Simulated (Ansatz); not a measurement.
Runs of Ansatz 0.2.0 on Cd. Symmetry: Im-3m, No. 229, cubic system. The conventional cell has a = 3.569 Å, b = 3.569 Å, c = 3.569 Å, α = 90.00°, β = 90.00°, γ = 90.00°. Cd (site symmetry m-3m) is surrounded by 8 Cd at 3.09 Å. This isn't the form of Cd at room conditions, which is hcp.

| level | gap on the mesh (eV) | pressure (GPa) | relaxed volume (Å³/atom) |
| --- | --- | --- | --- |
| BLYP | none | 0.0 | 27.84 |
| PBEsol | none | 0.0 | 21.25 |
| RPBE | none | 0.0 | 25.16 |
| LDA | none | 0.0 | (a) |
| revPBE | none | 0.0 | (b) |

Alike in all rows: task relaxation of cell and atoms; potentials or basis Ansatz PAW; no spin polarisation; cell relaxed; k mesh 10 × 10 × 10; cutoff (eV) 420; smearing fermi-dirac 0.05 eV.

Estimate the missing entries.

(a) 20.22; (b) 24.66.

Caveats: the plane-wave basis is chosen anew once the cell has moved, so the energies of steps on either side of that aren't comparable; the PAW data sets come from PBE, with cores solved anew for the run's functional, which leaves a small shift of forces and pressure; the volume moved by over 15 % at a fixed basis, so the end points are rough (some runs).

A k mesh can miss the band edges, and the runs leave out spin-orbit coupling on Cd.

A gap of «none» marks a metal or a gap under the smearing width.

Runs at the PBE level aren't shown here.
